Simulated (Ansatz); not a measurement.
# MoP under changes of volume

One of the cells (14.353 Å³/atom); the others are scaled copies at fixed shape and fractional positions:

```xyz
2
Lattice="3.2230 0.0000 0.0000 -1.6115 2.7912 0.0000 0.0000 0.0000 3.1910" Properties=species:S:1:pos:R:3 pbc="T T T"
Mo    0.0000    0.0000    0.0000
P     0.0000    1.8608    1.5955
```

* Program: Ansatz 0.2.0
* Functional: RPBE
* Dispersion: D4
* Potentials or basis: all-electron LAPW, scalar-relativistic
* Cutoff: 254 eV (chosen from the basis error)
* Basis error allowed: 0.001 eV/atom
* k mesh: 10 × 10 × 8
* Occupations: gaussian, width 0.01 eV
* Spin: no spin polarisation

| volume (Å³/atom) | energy over the lowest point (meV/atom) | pressure (GPa) |
| --- | --- | --- |
| 13.492 | 9.94 | 8.4 |
| 13.779 | 0.14 | 2.7 |
| 14.066 | 0.00 | -2.4 |
| 14.353 | 8.50 | -7.0 |
| 14.640 | 24.72 | -11.1 |
| 14.927 | 47.86 | -14.7 |
| 15.214 | ? | ? |

**Question.** What does the run at 15.214 Å³/atom give?

**Answer.** Energy over the lowest point 77.17 meV/atom; pressure -17.9 GPa.

Worked out: A Birch-Murnaghan fit of order 3 (a polynomial in V^(-2/3)) to the other rows has its minimum at 13.93 Å³/atom with B0 = V·E''(V) = 247 GPa and B' = 4.4 at fixed shape and positions, which overstates the stiffness. It gives 77.18 meV/atom at 15.214 Å³/atom, against the run's 77.17, and -dE/dV = -18.0 GPa, against -17.9.

Energies are extrapolated to zero smearing.

Caveats: pairwise dispersion overbinds metals, which lowers pressure and volume.
